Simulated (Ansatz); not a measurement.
The system is Re.

```
CELL_PARAMETERS angstrom
2.76080 0.00000 0.00000
-1.38040 2.39092 0.00000
0.00000 0.00000 4.45820
ATOMIC_POSITIONS crystal
Re 0.66667 0.33333 0.75000
Re 0.33333 0.66667 0.25000
```

```yaml
Program: Ansatz 0.2.0
Task: relaxation of cell and atoms
Functional: PBEsol
Potentials_or_basis: all-electron LAPW, scalar-relativistic
Basis_error_allowed: 0.001 eV/atom
k_mesh: 11 × 11 × 6
Occupations: fermi-dirac, width 0.05 eV
Spin: no spin polarisation
```

At the start: volume 14.71 Å³/atom.

Where does the relaxation end?

Over 4 steps the energy falls by 2.0 meV/atom and the volume is 14.56 Å³/atom (-1.1 %); space group P6_3/mmc (No. 194, to 0.05 Å).

The path:
| step | energy change (eV) | largest force (eV/Å) | volume (Å³) |
| --- | --- | --- | --- |
| 1 | 0.0000 | 0.0000 | 29.43 |
| 2 | -0.0041 | 0.0000 | 29.13 |
| 3 | -0.0041 | 0.0000 | 29.11 |
| 4 | -0.0041 | 0.0000 | 29.11 |

Final structure:
```xyz
2
Lattice="2.7505 0.0000 0.0000 -1.3752 2.3820 0.0000 0.0000 0.0000 4.4435" Properties=species:S:1:pos:R:3 pbc="T T T"
Re    1.3752    0.7940    3.3326
Re    0.0000    1.5880    1.1109
```
